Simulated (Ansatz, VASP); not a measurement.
## Al26CN27 (C_Al): VASP beside Ansatz

One calculation is typed for both programs; each brings its own data sets. How far apart do they land? The cell is taken from a series of runs on this material, whose earlier steps may have relaxed, scaled, displaced or heated it; both programs get it as it stands.

Main program and level: Ansatz 0.2.0; plane waves, with VASP 6.6.1 beside it; r2SCAN.

## (1) The structure

The cell holds 54 atoms: 26 Al, 27 N and 1 C. Its edges and angles: a = 9.269 Å, b = 9.269 Å, c = 9.269 Å, α = 60.0°, β = 60.0°, γ = 60.0°. It derives from AlN (AlN (F-43m)). Nearest the centre at fractional (0.333, 0.667, 0.667): C54 at 0.66 Å, N44 at 1.62 Å, N41 at 1.63 Å, N43 at 1.63 Å, N35 at 2.17 Å, Al16 at 3.03 Å, Al12 at 3.03 Å, Al13 at 3.03 Å.

Coordinates:

```cif
data_structure
_symmetry_space_group_name_H-M 'P 1'
_symmetry_Int_Tables_number 1
_cell_length_a 9.2690
_cell_length_b 9.2690
_cell_length_c 9.2690
_cell_angle_alpha 60.000
_cell_angle_beta 60.000
_cell_angle_gamma 60.000
_cell_volume 563.10
loop_
_atom_site_label
_atom_site_type_symbol
_atom_site_fract_x
_atom_site_fract_y
_atom_site_fract_z
_atom_site_occupancy
Al1 Al 0.99905 0.99943 0.99943 1
Al2 Al 0.99954 0.99921 0.33480 1
Al3 Al 0.99305 0.99747 0.67116 1
Al4 Al 0.99955 0.33480 0.99921 1
Al5 Al 0.00471 0.33123 0.33123 1
Al6 Al 0.00417 0.33168 0.66580 1
Al7 Al 0.99301 0.67117 0.99750 1
Al8 Al 0.00417 0.66580 0.33167 1
Al9 Al 0.99312 0.67123 0.67123 1
Al10 Al 0.32828 0.00154 0.00148 1
Al11 Al 0.33046 0.99636 0.34236 1
Al12 Al 0.32978 0.99667 0.66360 1
Al13 Al 0.33045 0.34238 0.99637 1
Al14 Al 0.33633 0.33221 0.33217 1
Al15 Al 0.33038 0.34224 0.66357 1
Al16 Al 0.32978 0.66363 0.99662 1
Al17 Al 0.33037 0.66359 0.34216 1
Al18 Al 0.66222 0.00131 0.00136 1
Al19 Al 0.66960 0.99861 0.33241 1
Al20 Al 0.66224 0.00133 0.66789 1
Al21 Al 0.66962 0.33239 0.99862 1
Al22 Al 0.66996 0.33224 0.33225 1
Al23 Al 0.67128 0.33882 0.66145 1
Al24 Al 0.66225 0.66787 0.00134 1
Al25 Al 0.67124 0.66141 0.33890 1
Al26 Al 0.67048 0.66176 0.66178 1
N27 N 0.07975 0.08459 0.08460 1
N28 N 0.08337 0.08191 0.41861 1
N29 N 0.08260 0.08245 0.74998 1
N30 N 0.08339 0.41859 0.08191 1
N31 N 0.08755 0.41542 0.41541 1
N32 N 0.08317 0.41889 0.74958 1
N33 N 0.08261 0.74996 0.08246 1
N34 N 0.08317 0.74956 0.41892 1
N35 N 0.04665 0.76227 0.76230 1
N36 N 0.41110 0.08595 0.08598 1
N37 N 0.41927 0.08178 0.41634 1
N38 N 0.41120 0.08606 0.75026 1
N39 N 0.41929 0.41635 0.08172 1
N40 N 0.41962 0.41618 0.41617 1
N41 N 0.41785 0.45225 0.73217 1
N42 N 0.41118 0.75026 0.08606 1
N43 N 0.41783 0.73220 0.45223 1
N44 N 0.41562 0.73243 0.73239 1
N45 N 0.74932 0.08330 0.08332 1
N46 N 0.74981 0.08308 0.41774 1
N47 N 0.73723 0.09301 0.75174 1
N48 N 0.74983 0.41771 0.08309 1
N49 N 0.75616 0.41414 0.41416 1
N50 N 0.75549 0.41442 0.74954 1
N51 N 0.73724 0.75169 0.09306 1
N52 N 0.75550 0.74953 0.41443 1
N53 N 0.73720 0.75162 0.75166 1
C54 C 0.42093 0.63748 0.63743 1
```

## (2) Ansatz: single point, r2SCAN

Ansatz runs on its PAW soft_1 files.

With cell and atoms fixed, the geometry can't cause a difference; cores, projectors, grids and the points listed under the comparison can.

Input file input.yaml:

```yaml
crystal:
  checkpoint: "../q0_M1.relax.run"
  host: checkpoint
basis:
  ecutwfc: 500
  xc_grid: 2
hamiltonian:
  xc: r2scan
  pseudopotentials: { kind: paw, azcp: { folder: soft_1 } }
kpoints:
  mp_grid: { grid: [2, 2, 2], shift: [0.5, 0.5, 0.5] }
magnetization:
  spin_polarized: true
  initial_magnetization: 1
  spin_locking: { lock_magnetization: hard }
scf:
  occupations: { method: fermi_dirac, width: 0.01 }
  max_iter: 60
output:
  forces: true
  eigenvalues: true
  charged_corrections:
    epsilon: 4.64
    static_epsilon: 8.51
    defect_position: [0.333333, 0.666667, 0.666667]
  eigenstates: { localisation: true }
  populations: true
  efg: {}
  band_densities: [{ bands: [v1, v1] }, { bands: [c1, c1] }]
  write_density: true
  write_potential: true
  volumetric_format: npy
  elf: true
checkpoint:
  read: "../q0_M1.relax.run"
  write: "../q0_M1.point.run"
  compress: false
  write_wavefunctions: false
  write_every: 100000
```

Started as:

```sh
ansatz run input.yaml --threads 4 --pin off --max-ram 7536MiB --backend cpu --events-out ev --progress --plain --runs-dir out
```

Numbers of over 12 decimals in the logs are rounded to 6 here.

Output:

```text
Warning: This run holds its total moment fixed (magnetization.spin_locking.lock_magnetization: hard) and mixes its density by anderson or broyden (scf.mixing.algorithm, typed or taken by auto). Slabs with a fixed moment have converged under broyden above another state at the same moment, at the default mixing steps and at smaller ones, and under scf.lower_state_search: standard, light or off a state that such a mixer [...]
crystal.checkpoint: the structure is that of <dir>, a `relax` run, at its step 10: its result, under r2scan at a charge of 0 e; 54 atoms read, 0 with a starting moment; crystal.structure_sha256 for this input is
Engine: ansatz 0.2.0, aarch64-unknown-linux-gnu
Pseudopotentials: kind: paw
Pseudopotential: Al, paw, valence charge 3, recommended cutoff 500 eV (meta_gga), soft_1/Al.paw.azcp
Pseudopotential: N, paw, valence charge 5, recommended cutoff 500 eV (meta_gga), soft_1/N.paw.azcp
Pseudopotential: C, paw, valence charge 4, recommended cutoff 500 eV (meta_gga), soft_1/C.paw.azcp
Functional definition: r2SCAN
  parameter k0 = 0.174
  parameter k1 = 0.065
  parameter a1 = 4.9479
  exchange = r2scan_x(k0 = k0, k1 = k1, a1 = a1)
  correlation = r2scan_c
Crystal: 54 atoms, lattice volume = 563.102 Å³
Basis set: ecut = 500 eV, 14331 PW (Γ), exchange–correlation on 144×144×144 points (8 copies of the dense FFT grid, shifted against one another)
Bands: 163, of which v1, the nominal top of the filled ones, is band 109 counted from 1 (108 counted from 0)
Symmetry: 1 space group operations
Space group: P1 (ITA 1), of the structure as read, at distance tolerance 8.3e-5 Å
Magnetic group: BNS 1.1 (UNI 1), of the structure as read, at distance tolerance 8.3e-5 Å
k-points: 4 of 8 (time reversal used)
Non-local potential: Al, projectors of the file, l = 0: 2, l = 1: 2, l = 2: 1
Non-local potential: N, projectors of the file, l = 0: 2, l = 1: 2, l = 2: 1
Non-local potential: C, projectors of the file, l = 0: 2, l = 1: 2, l = 2: 1
PAW form: soft (Blöchl's): semilocal exchange-correlation on the pseudo side does not see the compensation charge
PAW frozen core: Al, regenerated for the run's functional (the file was generated under x = pbe(κ = 0.804, μ = 0.219515), c = pbe(β = 0.066725))
PAW frozen core: N, regenerated for the run's functional (the file was generated under x = pbe(κ = 0.804, μ = 0.219515), c = pbe(β = 0.066725))
PAW frozen core: C, regenerated for the run's functional (the file was generated under x = pbe(κ = 0.804, μ = 0.219515), c = pbe(β = 0.066725))
PAW one-centre angular grid: Al, 302 points (default); XC on 160 Gauss nodes
PAW one-centre angular grid: N, 302 points (default); XC on 160 Gauss nodes
PAW one-centre angular grid: C, 302 points (default); XC on 219 of its mesh's 2255 points in the sphere
Initial density: read from a saved state, or passed on in memory by an earlier SCF of this step, an earlier step, the calling program or the single point that the run made first
Stability of the state it starts from, as read at its close in the collinear treatment: not read, because the mixer in use, unlike msr1, does not test its closes by its own steps (another_mixer); its run was given moments
Starting moments: Σ|m| = 1 μB on 54 of 54 sites; this step starts from the density that it was given
Initial wavefunctions: pseudopotential atomic-orbital guess — the wavefunctions supplied were not used: k-point sampling differs
Functional: x = r2scan, c = r2scan; τ floored in thin density (d = 2e-4 eV/Å³)
iter 1 solved again at ethr=2.75e-5 eV; its pass at ethr=3.10e-3 eV (dr2=5.96e-2 eV) is discarded
SCF iter   1: F=—  HF=-24770.867299 eV  |F-HF|=—  |Δ(HF+E_count)|=         —  Δρ=1.75e-3 (↑1.72e-3 ↓1.75e-3)  dr2=6.19e-2  dr2_τ=1.38e-3  dr2_m=1.87e-4  M=1.000 μB ∫|m|=1.141 μB  β_m=1.20  ethr=2.75e-5  ⟨swp⟩=10.0  Hψ=9737  notcnv=0
preconditioner: auto → Resta (q_TF=auto, 2.327 Å⁻¹)  ε∞=3.7  [insulator: Δε(μ)=1.911 eV  Ē_g=14.130 eV  σ=0.010 eV  W_gap=1.00  n_scr=112 (ndim 8)  ℏωp=23.1 eV  f_vac=0.000  D(μ)=0.00/eV (n_scr^D=0)  ε∞_Penn≈3.7]
spin=Collinear: Resta preconditioning applied to the charge; magnetization (m = ρ↑ − ρ↓) channel mixes plain (no charge-response kernel on spin).
SCF iter   2: F=—  HF=-24770.856543 eV  |F-HF|=—  |Δ(HF+E_count)|=   1.08e-2  Δρ=9.95e-4 (↑9.90e-4 ↓9.95e-4)  dr2=1.76e-2  dr2_τ=1.49e-4  dr2_m=6.30e-6  M=1.000 μB ∫|m|=1.140 μB  β_m=1.20  ethr=2.75e-5  ⟨swp⟩=3.0  Hψ=2420  notcnv=0  κ⁻¹=1.0e0(r=1)
[...]
atom  53  Al V_zz =    +1.563452   η = 0.0158   by run symmetry: allowed
            electrostatic potential = -1230.689123 V   contact ρ = 10108.360943 e/Å³   contact ρ_s (e/Å³): all electrons +0.116263, valence +0.116934
  atom  54  N  V_zz =    +0.200911   η = 0.8194   by run symmetry: allowed
            electrostatic potential = -516.513629 V   contact ρ = 1411.166127 e/Å³   contact ρ_s (e/Å³): all electrons +0.061742, valence +0.066032
--- Band table (eV; the first three rows and the last of 8) ---
  k-point 0 ↑: bands = [... 105 lower, 6.4670, 6.6313, 7.8292, 9.0014, 11.2337, 11.6620, 11.6629, 11.9436, ... 50 higher]
  k-point 1 ↑: bands = [... 105 lower, 6.4295, 6.5345, 7.8007, 9.0641, 11.0837, 11.6966, 11.9052, 12.2742, ... 50 higher]
  k-point 2 ↑: bands = [... 105 lower, 6.4293, 6.5345, 7.8006, 9.0640, 11.0836, 11.6971, 11.9053, 12.2742, ... 50 higher]
  k-point 3 ↓: bands = [... 105 lower, 6.4653, 6.6477, 7.7229, 10.5954, 11.3840, 11.7921, 11.9155, 12.2546, ... 50 higher]
--- Löwdin populations: 54 sites ---
  site symbol       q [e]    m [muB]
     0     Al      1.8889    -0.0001
     1      N      6.0482     0.0009
     2     Al      1.8892    -0.0001
     3      N      6.0471     0.0056
     4     Al      1.8983     0.0011
     5      N      6.0473     0.0055
     6     Al      1.8892    -0.0001
     7      N      6.0471     0.0056
     8     Al      1.8887     0.0034
     9      N      6.0467     0.0018
    10     Al      1.8886     0.0034
    11      N      6.0473     0.0056
    12     Al      1.8983     0.0011
    13      N      6.0473     0.0055
    14     Al      1.8886     0.0034
    15      N      6.0473     0.0056
    16     Al      1.8971     0.0011
    17      N      6.0926     0.0048
    18     Al      1.9109     0.0004
    19      N      6.0235     0.0002
    20     Al      1.8934     0.0164
    21      N      6.0528     0.0007
    22     Al      1.8932     0.0153
    23      N      6.0234     0.0003
[...]
46     Al      1.8902     0.0155
    47      N      6.0566     0.0047
    48     Al      1.8951     0.0011
    49      N      6.0470     0.0072
    50     Al      1.8901     0.0156
    51      N      6.0566     0.0047
    52     Al      1.8910     0.0161
    53      N      6.0472     0.0076
  spilling = 0.008104 (of n_electrons = 217.000000)
--- Band densities, each state counted as filled ---
  window                                       electrons  max residual (eV)  cut levels
  bands: [v1, v1]                    1.000000 + 1.000000             3.1e-4           0
  bands: [c1, c1]                    1.000000 + 1.000000             2.8e-4           0
```

## (3) VASP: single point, r2SCAN

The same cell, functional, mesh and smearing now go to VASP, with its own data sets.

Lines of VASP's logs that name or quote its potential files are left out, and so is its time.

Input file INCAR:

```
SYSTEM = Al26CN27
PREC = Accurate
ENCUT = 580
EDIFF = 1E-06
NELM = 200
ISMEAR = -1
SIGMA = 0.01
LREAL = Auto
ALGO = Normal
METAGGA = R2SCAN
LASPH = .TRUE.
NBANDS = 152
ISPIN = 2
MAGMOM = -0 -0 0 -0 0 0 0 0 0 0 0 0 0 0 0 0 0 0 0 0 0 0 0 0 0 0 0 0 0 0 0 0 0 0 0 0 -0 0 -0 -0 0.02 0 0.02 0.02 0 0 0 0 0 0 0 0 0 0.28
LORBIT = 11
LWAVE = .FALSE.
LCHARG = .FALSE.
ISIF = 2
ISYM = 0
NUPDOWN = 1
GGA_COMPAT = .FALSE.
LMIXTAU = .TRUE.
KPAR = 4
```

Input file POSCAR:

```
Al26CN27
1.0
    0.0000000000      6.5541898631      6.5541898631
    6.5541898631      0.0000000000      6.5541898631
    6.5541898631      6.5541898631      0.0000000000
Al N C
26 27 1
Direct
    0.9990454387      0.9994290644      0.9994273223
    0.9995430428      0.9992097929      0.3347958965
    0.9930504742      0.9974747434      0.6711590371
    0.9995478035      0.3347956822      0.9992114803
    0.0047112320      0.3312276771      0.3312253383
    0.0041700428      0.3316753826      0.6657952411
    0.9930086782      0.6711680757      0.9975015451
    0.0041650437      0.6658024633      0.3316727876
    0.9931166674      0.6712282876      0.6712344365
    0.3282844132      0.0015416229      0.0014790466
    0.3304583605      0.9963607779      0.3423608313
    0.3297780078      0.9966676183      0.6636035984
    0.3304548845      0.3423795824      0.9963744750
    0.3363250415      0.3322079296      0.3321672298
    0.3303773287      0.3422434061      0.6635725418
    0.3297794552      0.6636333071      0.9966182162
    0.3303721262      0.6635871133      0.3421552363
    0.6622231111      0.0013139935      0.0013584481
    0.6696046260      0.9986120735      0.3324127748
    0.6622378353      0.0013257207      0.6678930690
    0.6696181935      0.3323870981      0.9986222611
    0.6699573537      0.3322355458      0.3322545174
    0.6712802473      0.3388196409      0.6614511780
    0.6622517318      0.6678685666      0.0013416952
    0.6712412310      0.6614108941      0.3389025120
    0.6704801791      0.6617601800      0.6617759418
    0.0797512750      0.0845861556      0.0846036123
    0.0833743699      0.0819085733      0.4186144694
    0.0825994327      0.0824474595      0.7499756404
    0.0833928332      0.4185887712      0.0819120445
    0.0875519164      0.4154220462      0.4154080319
    0.0831713872      0.4188892141      0.7495801348
    0.0826092322      0.7499605217      0.0824604844
    0.0831678123      0.7495643422      0.4189179764
    0.0466511771      0.7622684865      0.7622954228
    0.4111032300      0.0859498845      0.0859832973
    0.4192660943      0.0817757104      0.4163365967
    0.4111950202      0.0860569542      0.7502606553
    0.4192871776      0.4163548033      0.0817174022
    0.4196238471      0.4161841938      0.4161701350
    0.4178477256      0.4522507951      0.7321666969
    0.4111818508      0.7502594115      0.0860581372
    0.4178326507      0.7322035476      0.4522280527
    0.4156164759      0.7324269566      0.7323932211
    0.7493168303      0.0833040239      0.0833232076
    0.7498114120      0.0830782057      0.4177376937
    0.7372338201      0.0930056823      0.7517398150
    0.7498304178      0.4177139681      0.0830854187
    0.7561599934      0.4141420949      0.4141569426
    0.7554917447      0.4144170807      0.7495355994
    0.7372410063      0.7516880360      0.0930558270
    0.7555034128      0.7495315327      0.4144349908
    0.7371960574      0.7516234110      0.7516592249
    0.4209284846      0.6374810086      0.6374253542
```

Input file KPOINTS:

```
Points of the shifted mesh
8
Reciprocal
 0.2500000000  0.2500000000  0.2500000000 1
 0.2500000000  0.2500000000  0.7500000000 1
 0.2500000000  0.7500000000  0.2500000000 1
 0.2500000000  0.7500000000  0.7500000000 1
 0.7500000000  0.2500000000  0.2500000000 1
 0.7500000000  0.2500000000  0.7500000000 1
 0.7500000000  0.7500000000  0.2500000000 1
 0.7500000000  0.7500000000  0.7500000000 1
```

The projector-augmented-wave data sets are Al, N and C (PBE family, release 64).

Started as:

```sh
mpirun -np 8 vasp_std
```

Output:

```text
[banner, memory and clock lines left out]
running    8 mpi-ranks, on    1 nodes
[...]
|                                                                             |
|           W    W    AA    RRRRR   N    N  II  N    N   GGGG   !!!           |
|           W    W   A  A   R    R  NN   N  II  NN   N  G    G  !!!           |
|           W    W  A    A  R    R  N N  N  II  N N  N  G       !!!           |
|           W WW W  AAAAAA  RRRRR   N  N N  II  N  N N  G  GGG   !            |
|           WW  WW  A    A  R   R   N   NN  II  N   NN  G    G                |
|           W    W  A    A  R    R  N    N  II  N    N   GGGG   !!!           |
|                                                                             |
|     For optimal performance we recommend to set                             |
|       NCORE = 2 up to number-of-cores-per-socket                            |
|     NCORE specifies how many cores store one orbital (NPAR=cpu/NCORE).      |
|     This setting can greatly improve the performance of VASP for DFT.       |
[...]
|                                                                             |
|     You enforced a specific xc type in the INCAR file but a different       |
|     [... a line on the potential file left out ...]
|     I HOPE YOU KNOW WHAT YOU ARE DOING!                                     |
|                                                                             |

 LDA part: xc-table for (None), standard interpolation
 POSCAR, INCAR and KPOINTS ok, starting setup
[...]
entering main loop
       N       E                     dE             d eps       ncg     rms          rms(c)
DAV:   1     0.853228945553E+03    0.85323E+03   -0.11085E+05  4864   0.145E+03
DAV:   2    -0.520101145840E+03   -0.13733E+04   -0.13093E+04  5984   0.294E+02
DAV:   3    -0.627362976629E+03   -0.10726E+03   -0.10628E+03  5896   0.885E+01
DAV:   4    -0.629030321699E+03   -0.16673E+01   -0.16618E+01  5712   0.115E+01
[...]
DAV:  20    -0.512790798928E+03   -0.81846E-05   -0.33561E-06  4136   0.667E-03    0.210E-03
DAV:  21    -0.512790800454E+03   -0.15254E-05   -0.58079E-07  2952   0.305E-03    0.156E-03
DAV:  22    -0.512790800479E+03   -0.25124E-07   -0.16347E-07  2912   0.131E-03
   1 F= -.51279080E+03 E0= -.51279080E+03  d E =-.477019E-11  mag=     1.0000
```

From OUTCAR (step 3):

```text
  FREE ENERGIE OF THE ION-ELECTRON SYSTEM (eV)
  ---------------------------------------------------
  free  energy   TOTEN  =      -512.7908004790 eV

  energy  without entropy=     -512.7908004790  energy(sigma->0) =     -512.79080048

 magnetization (x)
# of ion       s       p       d       tot
------------------------------------------
    1       -0.000  -0.000   0.000  -0.000
    2       -0.000  -0.000   0.000  -0.000
    3       -0.000   0.000   0.000   0.000
    4       -0.000  -0.000   0.000  -0.000
    5        0.000   0.001   0.000   0.001
    6        0.000   0.001   0.000   0.001
    7       -0.000   0.000   0.000   0.000
    8        0.000   0.001   0.000   0.001
    9        0.000   0.000   0.000   0.000
   10        0.000  -0.000   0.000   0.000
   11        0.002   0.003   0.000   0.005
   12        0.001   0.003   0.000   0.005
   13        0.002   0.003   0.000   0.005
[...]
--------------------------------------------------
tot          0.071   0.458   0.000   0.529
```

The run ends at a pressure of -2.41 GPa, with forces up to 0.31 eV/Å.

## (4) Comparison

Known differences besides the potentials themselves: VASP starts from the moments at which Ansatz ended; VASP keeps PBE cores, Ansatz makes them for the functional; the cutoff is 500 eV in Ansatz and 580 eV in VASP (PREC = Accurate, projectors in real space); site moments are counted in spheres of each program's own size. Total energies have different zeros and are not compared.

The two programs side by side:

```tsv
quantity	Ansatz	VASP	difference
total moment, fixed by the input (μB)	1.00	1.00	0.00
moment on C54 (μB)	0.28	0.37	-0.09
```

Forces on 7 of the 54 atoms, those with the largest forces and the largest differences (eV/Å; atoms numbered as in POSCAR):

```tsv
atom	Ansatz x, y, z	VASP x, y, z
Al17	0.056, 0.056, 0.058	0.060, 0.065, 0.061
Al26	0.081, 0.039, 0.039	0.096, 0.041, 0.041
N35	-0.133, 0.073, 0.074	-0.137, 0.077, 0.078
N41	-0.090, -0.069, -0.196	-0.144, -0.014, -0.277
N43	-0.091, -0.197, -0.071	-0.145, -0.279, -0.015
N44	0.078, 0.112, 0.113	0.160, 0.168, 0.169
C54	0.151, -0.072, -0.077	0.179, -0.099, -0.104
```

The forces differ by 17 meV/Å r.m.s., which is 26.6 % of the r.m.s. force of 0.063 eV/Å (both taken over all components).

## (5) Results

```yaml
r_m_s_force_difference_single_point_r2scan: 17 meV/Å
```

**Reading.** The r.m.s. force difference is 17 meV/Å (single point, r2SCAN), beyond the 12 meV/Å picked in this series as the mark of a large difference. What causes the difference of the single point, r2SCAN pair stays open here. How closely two codes agree says nothing of how well the functional describes the real material.

[Lines on the potential files, build, host, timing and source positions are cut from VASP's logs without a mark.]

[Logs are printed without paths, hosts, clocks, repeated set-up lines and the standing remarks that a program may print on its own settings, such as how far it seeks lower states.]

[Hosts, paths, dates, database ids (printed as entryN), source tags and the programs' standing remarks are cut or masked in the printed files.]
